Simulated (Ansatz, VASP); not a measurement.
# Two plane-wave programs on Ru

```xyz
12
Lattice="5.3952 0.0000 0.0000 -2.6976 4.6724 0.0000 0.0000 0.0000 21.2658" Properties=species:S:1:pos:R:3 pbc="T T T"
Ru    0.0000    1.5575    8.5000
Ru   -1.3488    3.8936    8.5000
Ru    2.6976    1.5575    8.5000
Ru    1.3488    3.8936    8.5000
Ru    1.3488    0.7787   10.5708
Ru    0.0000    3.1149   10.5708
Ru    4.0464    0.7787   10.5708
Ru    2.6976    3.1149   10.5708
Ru    0.0000    1.5575   12.6416
Ru   -1.3488    3.8936   12.6416
Ru    2.6976    1.5575   12.6416
Ru    1.3488    3.8936   12.6416
```

Alike in both runs: functional PBE; dispersion D3(BJ); k mesh 6 × 6 × 1; occupations gaussian, width 0.1 eV; no spin polarisation.

Ansatz relaxed the structure, and its values are those at the end. VASP's run is a single point on that final structure, the one shown.

```csv
,VASP,Ansatz
version,VASP 6.6.1,Ansatz 0.2.0
potentials or method,"VASP PAW PBE potentials, release 64 (Ru_pv)","scalar-relativistic, plane waves, PAW"
plane-wave cutoff (eV),520,420
valence electrons in the cell,168,192
```

Ansatz gave:

```
gap on the k mesh at the Fermi level (eV)  : none
rms of the force components (eV/Å)         : 0.000
work function, face that differs most (eV) : 4.96
```

Task: Estimate VASP's values.

Result: gap on the k mesh at the Fermi level (eV): none; rms of the force components (eV/Å): 0.006; work function, face that differs most (eV): 4.95.

A gap of «none» marks a metal or a gap that the smearing closes. The two sets of potentials don't hold the same shells in valence.
